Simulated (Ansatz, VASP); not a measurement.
Re in VASP and in Ansatz

The input INCAR:

```
SYSTEM = Re
  PREC = Accurate
  ENCUT = 520
  EDIFF = 1E-6
  ISMEAR = -1
  SIGMA = 0.05
  LREAL = .FALSE.
  LASPH = .TRUE.
  NELM = 60
  ALGO = Normal
  ISIF = 2
  LWAVE = .FALSE.
  LCHARG = .FALSE.
  GGA = CA
  NBANDS = 22
```

Contents of KPOINTS:

```
Automatic mesh
0
G
  11 11 3
  0 0 0
```

File POSCAR:

```
Re
1.0
    2.8206440586      0.0000000000      0.0000000000
   -1.4103220293      2.4427494098      0.0000000000
    0.0000000000      0.0000000000      9.1141611428
Re
4
Direct
    0.6666666667      0.3333333333      0.7500000000
    0.0000000000      0.0000000000      0.5000000000
    0.3333333333      0.6666666667      0.2500000000
    0.0000000000      0.0000000000      0.0000000000
```

The input input.yaml:

```yaml
crystal:
  lattice:
    - [2.8206440586, 0.0, 0.0]
    - [-1.4103220293, 2.4427494098, 0.0]
    - [0.0, 0.0, 9.1141611428]
  atoms:
    - { symbol: Re, position: [0.6666666667, 0.3333333333, 0.75] }
    - { symbol: Re, position: [0.0, 0.0, 0.5] }
    - { symbol: Re, position: [0.3333333333, 0.6666666667, 0.25] }
    - { symbol: Re, position: [0.0, 0.0, 0.0] }
kpoints:
  mp_grid: { grid: [11, 11, 3] }
scf:
  occupations: { method: fermi_dirac, width: 0.05 }
hamiltonian:
  xc: lda
  pseudopotentials: { kind: all_electron, lapw: { basis_error: 0.002 } }
output:
  forces: true
  stress: true
  eigenvalues: true
```

Change from the starting cell: volume scaled by 1.06.

Alike in both runs: task single point; functional LDA; k mesh 11 × 11 × 3; occupations fermi-dirac, width 0.05 eV; no spin polarisation.

```csv
,VASP,Ansatz
version,VASP 6.6.1,Ansatz 0.2.0
potentials or method,"VASP PAW LDA potentials, release 64 (Re)","all-electron LAPW, scalar-relativistic"
plane-wave cutoff (eV),520,see its input
```

|  | VASP | Ansatz | Ansatz less VASP |
| --- | --- | --- | --- |
| gap on the k mesh at the Fermi level (eV) | none | none | - |
| pressure (GPa) | -29.7 | -30.1 | -0.46 |
| largest component of the traceless stress (GPa) | 0.18 | 0.12 | -0.066 |

A gap of «none» marks a metal or a gap that the smearing closes. Ansatz ran all-electron here, so the differences hold the error of VASP's frozen core and of both bases.

Caveats: so large a pressure means that the cell lies far from this level's equilibrium, or that cutoff or potentials fall short (VASP). Spin-orbit coupling is left out, which matters for the levels of Re.
